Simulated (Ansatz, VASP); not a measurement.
Zn: VASP beside Ansatz

File INCAR:

```
ALGO = Normal
EDIFF = 1E-7
ENCUT = 520
GGA = PE
ISIF = 2
ISMEAR = 0
LASPH = T
LCHARG = F
LREAL = F
LWAVE = F
NBANDS = 19
NELM = 80
PREC = Accurate
SIGMA = 0.03
```

Contents of KPOINTS:

```
k-points
0
Gamma
  14 14 7
```

File POSCAR:

```
Zn
1.0
    2.6556370042      0.0000000000      0.0000000000
   -1.3278185021      2.2998491089      0.0000000000
    0.0000000000      0.0000000000      4.9624616040
Zn
2
Direct
    0.3333333333      0.6666666667      0.2500000000
    0.6666666667      0.3333333333      0.7500000000
```

Input for Ansatz:

```yaml
crystal:
  lattice:
    - [2.6556370042, 0.0, 0.0]
    - [-1.3278185021, 2.2998491089, 0.0]
    - [0.0, 0.0, 4.962461604]
  atoms:
    - { symbol: Zn, position: [0.3333333333, 0.6666666667, 0.25] }
    - { symbol: Zn, position: [0.6666666667, 0.3333333333, 0.75] }
hamiltonian:
  xc: pbe
  pseudopotentials:
    kind: paw
    azcp:
      Zn: "pseudopotentials/Zn.paw.azcp"
basis:
  ecutwfc: 420
  fft_grid_basis: typed
kpoints:
  mp_grid: { grid: [14, 14, 7], shift: [0, 0, 0] }
magnetization:
  spin_polarized: false
scf:
  occupations: { method: gaussian, width: 0.03 }
  lower_state_search: "off"
output:
  stress: true
```

Alike in both runs: task single point; functional PBE; k mesh 14 × 14 × 7; occupations gaussian, width 0.03 eV; no spin polarisation.

```csv
,VASP,Ansatz
version,VASP 6.6.1,Ansatz 0.2.0
potentials or method,"VASP PAW PBE potentials, release 64 (Zn)","plane waves (420 eV) with PAW, scalar-relativistic"
plane-wave cutoff (eV),520,420
valence electrons in the cell,24,24
```

Ansatz gave:

| Quantity | Value |
| --- | --- |
| pressure (GPa) | 0.1 |
| largest component of the traceless stress (GPa) | 1.39 |

Q: What did VASP give for the same quantities?

A: Pressure (GPa): 0.4; largest component of the traceless stress (GPa): 1.56.
